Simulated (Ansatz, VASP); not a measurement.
One calculation of Mg, two programs

```
Mg
1.0
     3.17683    0.00000    0.00000
    -1.58841    2.75121    0.00000
     0.00000    0.00000   10.31886
Mg
4
Direct
  0.66667 0.33333 0.75000
  0.00000 0.00000 0.50000
  0.33333 0.66667 0.25000
  0.00000 0.00000 0.00000
```

Alike in both runs: functional HSE06; k mesh 5 × 5 × 2; occupations fermi-dirac, width 0.05 eV; no spin polarisation.

|  | VASP | Ansatz |
| --- | --- | --- |
| version | VASP 6.6.1 | Ansatz 0.2.0 |
| potentials or method | VASP PAW PBE potentials, release 64 (Mg) | Ansatz PAW |
| plane-wave cutoff (eV) | 520 | 420 |
| valence electrons in the cell | 8 | 40 |
| task | single point | band structure |

|  | VASP | Ansatz | Ansatz less VASP |
| --- | --- | --- | --- |
| gap on the k mesh at the Fermi level (eV) | none | none | - |
| pressure (GPa) | 0.4 | 0.6 | +0.19 |
| largest component of the traceless stress (GPa) | 0.90 | 0.89 | -0.004 |

A gap of «none» marks a metal or a gap that the smearing closes. The two sets of potentials don't hold the same shells in valence.

Caveats: the k mesh is coarse (spacing up to 0.46 Å⁻¹), so the values aren't converged, least of all with exact exchange; the PAW data sets were made with another functional, which shifts forces and pressure a little (VASP); the PAW data sets come from PBE, with cores solved anew for the run's functional, which leaves a small shift of forces and pressure (Ansatz); the thresholds are loose for stress (Ansatz).
